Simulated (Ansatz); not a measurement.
## Dielectric response of CuCl (110) films

Wanted: ε of zincblende CuCl (110) by finite fields on slabs, and the band edges against the vacuum where run.

Calculated with Ansatz 0.2.0; plane-wave DFT, PBEsol, Ansatz PAW.

### Step 1. The starting structure

The cell holds 10 atoms: 5 Cu and 5 Cl. Its edges and angles: a = 3.825 Å, b = 5.410 Å, c = 25.651 Å, α = 90.0°, β = 90.0°, γ = 90.0°. It derives from CuCl (zincblende CuCl). Vacuum lies along c.

### Step 2. Relaxing the film, 10 atoms, units 5

The structure is relaxed first, because levels and dipoles at a surface follow the positions of the outer atoms.

The input, input.yaml:

```yaml
crystal:
  lattice:
    - [3.82544769, 0.0, 0.0]
    - [0.0, 5.41, 0.0]
    - [0.0, 0.0, 25.6508953724]
  atoms:
    - { symbol: Cu, position: [0.5, 0.5, 0.3508649452] }
    - { symbol: Cl, position: [0.0, 0.75, 0.3508649452] }
    - { symbol: Cu, position: [0.0, 0.0, 0.4254324726] }
    - { symbol: Cl, position: [0.5, 0.25, 0.4254324726] }
    - { symbol: Cu, position: [0.5, 0.5, 0.5] }
    - { symbol: Cl, position: [0.0, 0.75, 0.5] }
    - { symbol: Cu, position: [0.0, 0.0, 0.5745675274] }
    - { symbol: Cl, position: [0.5, 0.25, 0.5745675274] }
    - { symbol: Cu, position: [0.5, 0.5, 0.6491350548] }
    - { symbol: Cl, position: [0.0, 0.75, 0.6491350548] }
kpoints:
  mp_grid: { grid: [8, 6, 1] }
hamiltonian:
  xc: pbesol
scf:
  occupations: { method: fixed }
  convergence: { dr2_threshold: 1.0e-09 }
efield:
  axis: 3
  dipole_correction: true
  ramp_position: 0.97
  ramp_width: 0.06
relax:
  f_tol: 0.003
  max_steps: 100
output:
  write_potential: true
  write_density: true
  volumetric_format: npy
```

On the command line:

```console
$ ansatz run input.yaml --threads 4 --pin off --max-ram 12288MiB --backend cpu --events-out ev --progress --plain --runs-dir out
```

Numbers of over 12 decimals in the logs are rounded to 6 here.

What it wrote:

```text
Engine: ansatz 0.2.0, aarch64-unknown-linux-gnu
Pseudopotentials: kind: paw
Pseudopotential: Cu, paw, valence charge 19, recommended cutoff 420 eV (normal), Cu.paw.azcp
Pseudopotential: Cl, paw, valence charge 7, recommended cutoff 420 eV (normal), Cl.paw.azcp
Functional definition: PBEsol
  exchange = pbesol_x
  correlation = pbesol_c
Crystal: 10 atoms, lattice volume = 530.863 Å³
Basis set: ecut = 420 eV, 10379 PW (Γ), exchange–correlation on 54×80×360 points (8 copies of the dense FFT grid, shifted against one another)
Bands: 78, of which v1, the nominal top of the filled ones, is band 65 counted from 1 (64 counted from 0)
Symmetry: 2 space group operations
k-points: 20 of 48 (time reversal used)
Non-local potential: Cu, projectors of the file, l = 0: 3, l = 1: 2, l = 2: 3, l = 3: 1
Non-local potential: Cl, projectors of the file, l = 0: 2, l = 1: 2, l = 2: 2
PAW form: soft (Blöchl's): semilocal exchange-correlation on the pseudo side does not see the compensation charge
PAW frozen core: Cu, regenerated for the run's functional, and the local potential with it (the file was generated under x = pbe(κ = 0.804, μ = 0.219515), c = pbe(β = 0.066725))
PAW frozen core: Cl, regenerated for the run's functional, and the local potential with it (the file was generated under x = pbe(κ = 0.804, μ = 0.219515), c = pbe(β = 0.066725))
PAW one-centre angular grid: Cu, 590 points (default); XC on 64 Gauss nodes
PAW one-centre angular grid: Cl, 110 points (default); XC on 64 Gauss nodes
Initial density: superposition of atomic densities (neutral atoms: chi_scale 0, normalization atom), corrected by the library's trained network
Initial wavefunctions: pseudopotential atomic-orbital guess
Functional: x = pbesol(κ = 0.804, μ = 0.123457), c = pbesol(β = 0.046)
SCF iter   1: F=—  HF=-38250.259043 eV  |F-HF|=—  |Δ(HF+E_count)|=         —  Δρ=6.05e-3  dr2=1.25e-1  ethr=1.77e-3  p=-0.000 e·Å  D=-3.07e-14 V/Å  ΔV_dip=0.00 eV  dr2_dipole=5.45e-10  V_vac-E_F(+/−)=4.41/4.41 eV  ⟨swp⟩=6.0  Hψ=5192  notcnv=0  defer=219
efield: sawtooth ramp at fractional position 0.9700 (set: `efield.ramp_position`, or a place that a band, a saddle search or an elastic batch's reference lends), width 0.0600; the density the first Hamiltonian is built on has a dipole p = -0.000 e·Å; the dipole correction subtracts the counter field D = -3.07e-14 V/Å, which shifts the + side's vacuum level by +0.00 eV against the − side's; the planar-averaged density in the ramp window peaks in size at 1.1e-6 e/Å³
preconditioner: auto → Resta (q_TF=auto, 2.158 Å⁻¹)  ε∞=4.1  [insulator: Δε(μ)=0.506 eV  Ē_g=8.617 eV  n_scr=96 (ndim 8)  ℏωp=15.3 eV  f_vac=0.606  ε∞_Penn≈4.1  vacuum switching on, ρ_ref=5.4e-3 e/Å³]
SCF iter   2: F=—  HF=-38250.251235 eV  |F-HF|=—  |Δ(HF+E_count)|=   7.81e-3  Δρ=4.47e-3  dr2=7.24e-2  ethr=9.65e-5  p=0.000 e·Å  D=2.21e-6 V/Å  ΔV_dip=-0.00 eV  dr2_dipole=1.47e-10  V_vac-E_F(+/−)=4.64/4.64 eV  ⟨swp⟩=2.0  Hψ=2980  notcnv=0  defer=220  κ⁻¹=1.0e0(r=1)
density mixer auto → broyden: gapped, with many states about μ (density of states about μ 0.39 of a free-electron gas's, 96 screened modes)
SCF iter   3: F=—  HF=-38250.231058 eV  |F-HF|=—  |Δ(HF+E_count)|=   2.02e-2  Δρ=1.63e-3  dr2=9.73e-3  ethr=5.57e-5  p=0.000 e·Å  D=1.57e-6 V/Å  ΔV_dip=-0.00 eV  dr2_dipole=1.03e-10  V_vac-E_F(+/−)=4.49/4.49 eV  ⟨swp⟩=2.6  Hψ=2523  notcnv=0  defer=220  κ⁻¹=2.4e-2(r=2)
SCF iter   4: F=—  HF=-38250.229591 eV  |F-HF|=—  |Δ(HF+E_count)|=   1.47e-3  Δρ=3.14e-4  dr2=4.72e-4  ethr=7.49e-6  p=0.000 e·Å  D=5.27e-8 V/Å  ΔV_dip=-0.00 eV  dr2_dipole=1.02e-12  V_vac-E_F(+/−)=4.51/4.51 eV  ⟨swp⟩=2.0  Hψ=2273  notcnv=0  defer=220  κ⁻¹=8.5e-4(r=3)
SCF iter   5: F=—  HF=-38250.229770 eV  |F-HF|=—  |Δ(HF+E_count)|=   1.79e-4  Δρ=2.64e-4  dr2=3.06e-4  ethr=3.63e-7  p=0.000 e·Å  D=1.94e-7 V/Å  ΔV_dip=-0.00 eV  dr2_dipole=4.26e-13  V_vac-E_F(+/−)=4.50/4.50 eV  ⟨swp⟩=2.0  Hψ=2243  notcnv=0  defer=220  κ⁻¹=6.2e-4(r=4)
SCF iter   6: F=—  HF=-38250.229825 eV  |F-HF|=—  |Δ(HF+E_count)|=   5.49e-5  Δρ=7.17e-5  dr2=4.41e-5  ethr=2.36e-7  p=0.000 e·Å  D=1.89e-7 V/Å  ΔV_dip=-0.00 eV  dr2_dipole=1.55e-12  V_vac-E_F(+/−)=4.50/4.50 eV  ⟨swp⟩=2.0  Hψ=2223  notcnv=0  defer=212  κ⁻¹=6.3e-5(r=5)
SCF iter   7: F=—  HF=-38250.229834 eV  |F-HF|=—  |Δ(HF+E_count)|=   9.05e-6  Δρ=9.91e-5  dr2=2.91e-5  ethr=3.39e-8  p=-0.000 e·Å  D=-6.73e-8 V/Å  ΔV_dip=0.00 eV  dr2_dipole=1.01e-13  V_vac-E_F(+/−)=4.50/4.50 eV  ⟨swp⟩=2.0  Hψ=2324  notcnv=0  defer=188  κ⁻¹=6.1e-6(r=6)
SCF iter   8: F=—  HF=-38250.229832 eV  |F-HF|=—  |Δ(HF+E_count)|=   1.84e-6  Δρ=1.84e-5  dr2=1.20e-6  ethr=2.24e-8  p=-0.000 e·Å  D=-5.07e-8 V/Å  ΔV_dip=0.00 eV  dr2_dipole=8.37e-14  V_vac-E_F(+/−)=4.50/4.50 eV  ⟨swp⟩=2.0  Hψ=2223  notcnv=0  defer=172  κ⁻¹=4.0e-6(r=7)
SCF iter   9: F=—  HF=-38250.229564 eV  |F-HF|=—  |Δ(HF+E_count)|=   2.68e-4  Δρ=1.53e-5  dr2=6.49e-7  ethr=9.26e-10  p=-0.000 e·Å  D=-3.19e-8 V/Å  ΔV_dip=0.00 eV  dr2_dipole=3.49e-14  V_vac-E_F(+/−)=4.50/4.50 eV  ⟨swp⟩=2.1  Hψ=2177  notcnv=0  defer=159  κ⁻¹=2.3e-7(r=8)
SCF iter  10: F=—  HF=-38250.229564 eV  |F-HF|=—  |Δ(HF+E_count)|=   2.32e-7  Δρ=1.11e-5  dr2=3.72e-7  ethr=4.99e-10  p=0.000 e·Å  D=1.45e-8 V/Å  ΔV_dip=-0.00 eV  dr2_dipole=2.13e-14  V_vac-E_F(+/−)=4.50/4.50 eV  ⟨swp⟩=2.2  Hψ=1995  notcnv=0  defer=159  κ⁻¹=4.2e-8(r=8)
SCF iter  11: F=—  HF=-38250.229564 eV  |F-HF|=—  |Δ(HF+E_count)|=   5.36e-8  Δρ=1.06e-6  dr2=3.83e-9  ethr=2.86e-10  p=-0.000 e·Å  D=-7.50e-9 V/Å  ΔV_dip=0.00 eV  dr2_dipole=1.43e-15  V_vac-E_F(+/−)=4.50/4.50 eV  ⟨swp⟩=2.0  Hψ=1924  notcnv=0  defer=159  κ⁻¹=3.2e-7(r=8)
SCF iter  12: F=—  HF=-38250.229564 eV  |F-HF|=—  |Δ(HF+E_count)|=   4.38e-9  Δρ=8.34e-7  dr2=2.35e-9  ethr=1.00e-12  p=-0.000 e·Å  D=-4.15e-9 V/Å  ΔV_dip=0.00 eV  dr2_dipole=1.19e-15  V_vac-E_F(+/−)=4.50/4.50 eV  ⟨swp⟩=8.0  Hψ=8867  notcnv=0  κ⁻¹=2.0e-7(r=8)
SCF iter  13: F=-38250.229564 eV  HF=-38250.229564 eV  |F-HF|=1.46e-11  |Δ(HF+E_count)|=   2.99e-9  Δρ=2.31e-7  dr2=2.76e-10  ethr=1.00e-12  p=0.000 e·Å  D=5.31e-9 V/Å  ΔV_dip=-0.00 eV  dr2_dipole=2.88e-15  V_vac-E_F(+/−)=4.50/4.50 eV  ⟨swp⟩=5.0  Hψ=8281  notcnv=0
SCF 1 converged in 13 iterations: F = -38250.229564 eV  dr2 = 2.76e-10
  greatest PAW one-centre occupation: 1.000 electrons in one spin orbital (limit 2), on the Cu atom at site 0 (counted from 0), in its partial waves of l = 0
relax step   1: F+E_penalty+E_count = -38250.22956409 eV  Δ(F+E_penalty+E_count) = +0.000e0 eV  max|allowed force component| = 8.756e-1 eV/Å  Δτ_max = 0.0000 Å  (13 SCF iters, accepted)
Initial density: handed on by an earlier stage of this run
[...]
relax step   8: F+E_penalty+E_count = -38251.44611547 eV  Δ(F+E_penalty+E_count) = -2.456e-3 eV  max|allowed force component| = 1.033e-2 eV/Å  Δτ_max = 0.0376 Å  (11 SCF iters, accepted)
relax step   9: F+E_penalty+E_count = -38251.44609400 eV  Δ(F+E_penalty+E_count) = +2.147e-5 eV  max|allowed force component| = 1.839e-2 eV/Å  Δτ_max = 0.0085 Å  (9 SCF iters, rejected (line search))
relax step  10: F+E_penalty+E_count = -38251.44618841 eV  Δ(F+E_penalty+E_count) = -7.293e-5 eV  max|allowed force component| = 4.269e-3 eV/Å  Δτ_max = 0.0041 Å  (9 SCF iters, accepted)
SCF iter   1: F=—  HF=-38251.446503 eV  |F-HF|=—  |Δ(HF+E_count)|=         —  Δρ=5.85e-5  dr2=9.59e-6  ethr=9.00e-8  p=-0.000 e·Å  D=-8.77e-8 V/Å  ΔV_dip=0.00 eV  dr2_dipole=7.63e-14  V_vac-E_F(+/−)=5.23/5.23 eV  ⟨swp⟩=2.1  Hψ=2853  notcnv=0  defer=220
efield: sawtooth ramp at fractional position 0.9700 (set: `efield.ramp_position`, or a place that a band, a saddle search or an elastic batch's reference lends), width 0.0600; the density the first Hamiltonian is built on has a dipole p = -0.000 e·Å; the dipole correction subtracts the counter field D = -8.77e-8 V/Å, which shifts the + side's vacuum level by +0.00 eV against the − side's; the planar-averaged density in the ramp window peaks in size at 2.5e-6 e/Å³
preconditioner: auto → Resta (q_TF=auto, 2.158 Å⁻¹)  ε∞=3.7  [insulator: Δε(μ)=1.100 eV  Ē_g=9.288 eV  n_scr=96 (ndim 8)  ℏωp=15.3 eV  f_vac=0.644  ε∞_Penn≈3.7  vacuum switching on, ρ_ref=6.3e-3 e/Å³]
SCF iter   2: F=—  HF=-38251.446199 eV  |F-HF|=—  |Δ(HF+E_count)|=   3.04e-4  Δρ=3.28e-5  dr2=2.85e-6  ethr=7.38e-9  p=-0.000 e·Å  D=-5.38e-8 V/Å  ΔV_dip=0.00 eV  dr2_dipole=4.47e-16  V_vac-E_F(+/−)=5.23/5.23 eV  ⟨swp⟩=2.0  Hψ=2467  notcnv=0  defer=187  κ⁻¹=1.0e0(r=1)
density mixer auto → broyden: gapped, where msr1 would fit the directions that read negative (density of states about μ 0.20 of a free-electron gas's, 96 screened modes)
SCF iter   3: F=—  HF=-38251.446199 eV  |F-HF|=—  |Δ(HF+E_count)|=   3.43e-7  Δρ=2.80e-5  dr2=2.54e-6  ethr=2.19e-9  p=-0.000 e·Å  D=-5.04e-8 V/Å  ΔV_dip=0.00 eV  dr2_dipole=2.55e-15  V_vac-E_F(+/−)=5.23/5.23 eV  ⟨swp⟩=2.0  Hψ=2728  notcnv=0  defer=187  κ⁻¹=2.7e-1(r=2)
SCF iter   4: F=—  HF=-38251.446198 eV  |F-HF|=—  |Δ(HF+E_count)|=   5.70e-7  Δρ=3.77e-6  dr2=5.64e-8  ethr=1.95e-9  p=-0.000 e·Å  D=-4.16e-8 V/Å  ΔV_dip=0.00 eV  dr2_dipole=4.12e-20  V_vac-E_F(+/−)=5.23/5.23 eV  ⟨swp⟩=2.0  Hψ=2672  notcnv=0  defer=187  κ⁻¹=4.9e-3(r=3)
SCF iter   5: F=—  HF=-38251.446198 eV  |F-HF|=—  |Δ(HF+E_count)|=   1.68e-8  Δρ=2.97e-6  dr2=2.83e-8  ethr=4.34e-11  p=-0.000 e·Å  D=-4.12e-8 V/Å  ΔV_dip=0.00 eV  dr2_dipole=2.28e-15  V_vac-E_F(+/−)=5.23/5.23 eV  ⟨swp⟩=2.5  Hψ=2377  notcnv=0  defer=187  κ⁻¹=2.6e-3(r=4)
SCF iter   6: F=—  HF=-38251.446198 eV  |F-HF|=—  |Δ(HF+E_count)|=   3.66e-9  Δρ=6.31e-7  dr2=1.69e-9  ethr=2.18e-11  p=-0.000 e·Å  D=-3.62e-8 V/Å  ΔV_dip=0.00 eV  dr2_dipole=1.41e-16  V_vac-E_F(+/−)=5.23/5.23 eV  ⟨swp⟩=2.0  Hψ=1944  notcnv=0  defer=187  κ⁻¹=1.4e-4(r=5)
SCF iter   7: F=-38251.446198 eV  HF=-38251.446198 eV  |F-HF|=7.28e-12  |Δ(HF+E_count)|=   1.74e-9  Δρ=3.14e-7  dr2=3.75e-10  ethr=1.00e-12  p=-0.000 e·Å  D=-3.34e-8 V/Å  ΔV_dip=0.00 eV  dr2_dipole=4.53e-18  V_vac-E_F(+/−)=5.23/5.23 eV  ⟨swp⟩=7.3  Hψ=8530  notcnv=0
SCF 11 converged in 7 iterations: F = -38251.446198 eV  dr2 = 3.75e-10
relax step  11: F+E_penalty+E_count = -38251.44619799 eV  Δ(F+E_penalty+E_count) = -9.582e-6 eV  max|allowed force component| = 7.698e-4 eV/Å  Δτ_max = 0.0016 Å  (7 SCF iters, accepted)
NSCF: frozen V_eff on 20 k-points
the band table was solved once a step of the walk had ended and its energy, with any forces and stress, was formed, with the checks that follow a solve (8447 applications of the Hamiltonian). They found nothing against the state; the energy, forces and stress were not computed again (output.eigenvalues in the input reference)
WARN: The output density's exchange-correlation potential varies sharply where the density is thin. Do not read a vacuum level from v_tot or v_xc, or from such a field of the output density. On a cell that repeats whose density bears no net charge and no dipole along the vacuum's axis use v_es (v_loc + v_h of the components); under efield.dipole_correction with no amplitude use v_es + v_field, which holds any externa [...]
SCF converged after 7 iterations
Stability not checked: this state was not tested for a lower state beside it, because the mixer in use, unlike msr1, does not test its closes by its own steps (another_mixer; see scf.mixing.algorithm and scf.lower_state_search)
Free energy (F): -38251.446198 eV
Harris-Foulkes:  -38251.446198 eV  (|F-HF|=7.28e-12)
Internal energy: -38251.446198 eV  (E = F + TS)
E sigma→0 (E₀):  -38251.446198 eV
Fermi energy:    -0.678613 eV
Dipole field:    D = -0.000000 V/Å  (p = -0.000000 e·Å, saw-weighted, corrected)
Work function:   Φ+ = 5.2312 eV   Φ− = 5.2312 eV
Levels:          The Fermi level and band energies are counted from a zero that moves with the ramp; work functions are not
--- Per-component energies (eV) ---
  E_band       = -3641.463525
  E_kinetic    = 2307.259553
  E_local      = -178159.684284  (includes V_loc(G=0)·N_el)
  E_nonlocal   = 2177.937926
  E_hartree    = 86775.477134
  E_xc         = -962.283475
  E_vxc        = -1167.225456  (∫ρ·V_xc dr)
  E_paw        = -11404.345750  (= ΣΔE_a)
  E_vpaw       = -2350.705708  (= ΣTr[D̂ρ^β])
  E_aug_tail   = 0.001675  (compensation charges beyond the density's cutoff)
  E_efield     = 0.000000  (sawtooth field / dipole correction)
  E_vefield    = 0.000000  (∫n·V_field dr)
  E_ewald      = 61012.767851
  E_core_change = 1.423172  (= ΣΔE_core)
  E_smearing   = -0.000000  (= −TS)
  E_closure    = -0.000000  (closes the sum)
  Σ components = -38251.446198   (vs F -38251.446198, Δ=0.00e0)
--- Forces (eV/Å), atoms counted from 1 ---
  atom   1  Cu     0.00000000    -0.00008597     0.00041203
  atom   2  Cl     0.00000000    -0.00018747    -0.00022135
  atom   3  Cu    -0.00000000     0.00076974    -0.00007047
  atom   4  Cl     0.00000000    -0.00031779     0.00007630
  atom   5  Cu     0.00000000     0.00022720     0.00000088
  atom   6  Cl     0.00000000    -0.00058517     0.00000022
  atom   7  Cu    -0.00000000     0.00076880     0.00007165
  atom   8  Cl     0.00000000    -0.00031712    -0.00007617
  atom   9  Cu     0.00000000    -0.00008604    -0.00041344
  atom  10  Cl     0.00000000    -0.00018713     0.00022036
  max |Σ_I F_I| component: 9.50e-7 eV/Å
--- Band table (eV; the first three rows and the last of 20) ---
  k-point 0: bands = [... 61 lower, -0.9184, -0.8384, -0.7191, -0.6786, 0.4216, 1.6109, 2.6860, 3.1445, ... 9 higher]
  k-point 1: bands = [... 61 lower, -0.9586, -0.9009, -0.7716, -0.7499, 0.6548, 1.7011, 2.7220, 3.0450, ... 9 higher]
  k-point 2: bands = [... 61 lower, -1.0599, -1.0593, -0.9274, -0.9195, 1.2425, 1.9761, 2.6223, 2.9804, ... 9 higher]
  k-point 19: bands = [... 61 lower, -1.3775, -1.2767, -1.2475, -1.2394, 2.8764, 2.8799, 2.9523, 3.4728, ... 9 higher]
--- Relaxed structure (11 steps of the walk, 10 accepted, 0 SCFs on fresh bases) ---
  F+E_penalty+E_count = -38251.44619799 eV   max|allowed force component| = 7.698e-4 eV/Å
  atoms:
    - { symbol: Cu, position: [0.500000, 0.603191, 0.391649] }
    - { symbol: Cl, position: [1.6464474454308397e-18, 0.717973, 0.353077] }
    - { symbol: Cu, position: [-1.7199156707849125e-18, -0.039593, 0.423122] }
    - { symbol: Cl, position: [0.500000, 0.222581, 0.430121] }
    - { symbol: Cu, position: [0.500000, 0.504497, 0.500000] }
    - { symbol: Cl, position: [0, 0.737201, 0.500000] }
    - { symbol: Cu, position: [1.7198744005380136e-18, -0.039594, 0.576878] }
    - { symbol: Cl, position: [0.500000, 0.222581, 0.569879] }
    - { symbol: Cu, position: [0.500000, 0.603191, 0.608351] }
    - { symbol: Cl, position: [-1.6464348426358247e-18, 0.717973, 0.646923] }
```

The job ended after 4 min (4 threads of Arm Neoverse V2, shared host; peak memory 1.4 GiB; 15 min of CPU time).

Step by step:

| step | energy less that of the first step (eV) | largest force component (eV/Å) |
| --- | --- | --- |
| 1 | 0.0000 | 0.8756 |
| 2 | -0.3856 | 0.7075 |
| 3 | -0.7414 | 0.4683 |
| 4 | -0.9503 | 0.3754 |
| 5 | -1.0922 | 0.2527 |
| 6 | -1.1805 | 0.1209 |
| 7 | -1.2141 | 0.0541 |
| 8 | -1.2166 | 0.0103 |
| 9 | -1.2165 | 0.0184 |
| 10 | -1.2166 | 0.0043 |
| 11 | -1.2166 | 0.0008 |

Relaxation step 9 was tried and not accepted.

The run keeps the 2 symmetry operations that it works with, so distortions that break them were not tested.

The atoms that moved most (Å):

| atom | dx | dy | dz | length |
| --- | --- | --- | --- | --- |
| Cu9 | 0.000 | 0.558 | -1.046 | 1.186 |
| Cu1 | 0.000 | 0.558 | 1.046 | 1.186 |
| Cu7 | 0.000 | -0.214 | 0.059 | 0.222 |
| Cu3 | 0.000 | -0.214 | -0.059 | 0.222 |
| Cl8 | 0.000 | -0.148 | -0.120 | 0.191 |
| Cl4 | 0.000 | -0.148 | 0.120 | 0.191 |
| Cl10 | 0.000 | -0.173 | -0.057 | 0.182 |
| Cl2 | 0.000 | -0.173 | 0.057 | 0.182 |

This step gave:

- gap on the k-mesh: 1.100 eV
- dipole along the normal: -1.03e-7 e·Å
- ionisation energy, upper face: 5.231 eV
- electron affinity, upper face: 4.131 eV

Running mean over 1.913 Å of the planar mean; the ramp of the sawtooth is left out. The electron's electrostatic potential energy less the highest filled level by z:

| z (Å) | electron's electrostatic potential energy less the highest filled level (eV) |
| --- | --- |
| 3.0 | 5.23 |
| 3.5 | 5.23 |
| 4.0 | 5.23 |
| 4.5 | 5.23 |
| 5.0 | 5.23 |
| 5.5 | 5.23 |
| 6.0 | 5.23 |
| 6.5 | 5.22 |
| 7.0 | 5.15 |
| 7.5 | 4.76 |
| 8.0 | 3.47 |
| 8.5 | 1.58 |
| 9.0 | -0.517 |
| 9.5 | -2.76 |
| 10.0 | -4.82 |
| 10.5 | -5.81 |
| 11.0 | -5.06 |
| 11.5 | -3.93 |
| 12.0 | -3.52 |
| 12.5 | -3.36 |
| 13.0 | -3.32 |
| 13.5 | -3.47 |
| 14.0 | -3.74 |
| 14.5 | -4.67 |
| 15.0 | -5.74 |
| 15.5 | -5.28 |
| 16.0 | -3.45 |
| 16.5 | -1.17 |
| 17.0 | 0.951 |
| 17.5 | 2.93 |
| 18.0 | 4.47 |
| 18.5 | 5.09 |
| 19.0 | 5.20 |
| 19.5 | 5.23 |
| 20.0 | 5.23 |
| 20.5 | 5.23 |
| 21.0 | 5.23 |
| 21.5 | 5.23 |
| 22.0 | 5.23 |
| 22.5 | 5.23 |

The relaxation took 11 steps and lowered the energy by 1.2 eV; the largest force on the free atoms ends at 7.7e-4 eV/Å.

The gap is 1.10 eV, with the valence edge 5.23 eV and the conduction edge 4.13 eV under the upper vacuum level.

(Part 1 of 6 ends here.)

[Logs are printed without paths, hosts, clocks, repeated set-up lines and the standing remarks that a program may print on its own settings, such as how far it seeks lower states.]

[Hosts, paths, dates, database ids (printed as entryN), source tags and the programs' standing remarks are cut or masked in the printed files.]

[Maps of the electrostatic potential energy from Ansatz leave out the sawtooth potential of an applied field or a dipole correction, so their vacuum need not be flat; planar profiles and work functions include it.]
